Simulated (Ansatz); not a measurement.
Consider InN in the wurtzite structure (space group P6_3mc, No. 186; a = 3.537 Å, c = 5.714 Å). Axes: x lies along a and z along c of the hexagonal cell.

Structures relaxed with PBEsol (Ansatz, a program for electronic structure; PAW; 420 eV plane waves; scalar-relativistic without spin-orbit coupling), earlier PAW set.

Base:

Simulated powder pattern, Mo Kα, λ = 0.71073 Å (kinematic, ideal powder, no thermal factors, no anomalous dispersion; the 14 strongest lines at most, above 2 %, up to 2θ = 40°):

```tsv
2θ (°)	I/Imax (%)	hkl
13.32	34	(100)
14.29	31	(002)
15.13	100	(101)
19.59	20	(102)
23.18	29	(110)
25.38	32	(103)
27.34	30	(112)
27.80	19	(201)
30.53	5.3	(202)
34.64	11	(203)
36.50	15	(211)
37.30	9.1	(114)
38.68	4.8	(212)
38.77	7.9	(105)
```

After one change:

Simulated powder pattern, Mo Kα, λ = 0.71073 Å (kinematic, ideal powder, no thermal factors, no anomalous dispersion; the 14 strongest lines at most, above 2 %, up to 2θ = 40°):

```
2θ (°)  I/Imax (%)
------  ----------
12.85           37
14.75           29
14.82          100
19.61           20
22.35           32
25.73           28
26.88           32
26.92           20
29.90          5.7
34.34           11
35.26           17
37.53          8.8
37.65          5.2
39.74          7.2
```

**Question.** What was done to the base?
(A) isotropic strain −1.10 %
(B) isotropic strain −1.99 %
(C) biaxial strain +3.68 %, plane normal [001], relaxed out of plane
(D) isotropic strain −4.52 %

**Answer.** C, biaxial strain +3.68 %, plane normal [001], relaxed out of plane. Its volume per atom is 16.12 Å³ against 15.48 Å³, and its space group is P6_3mc (No. 186).

Stability against distortions was not tested. All final runs are without spin polarisation.
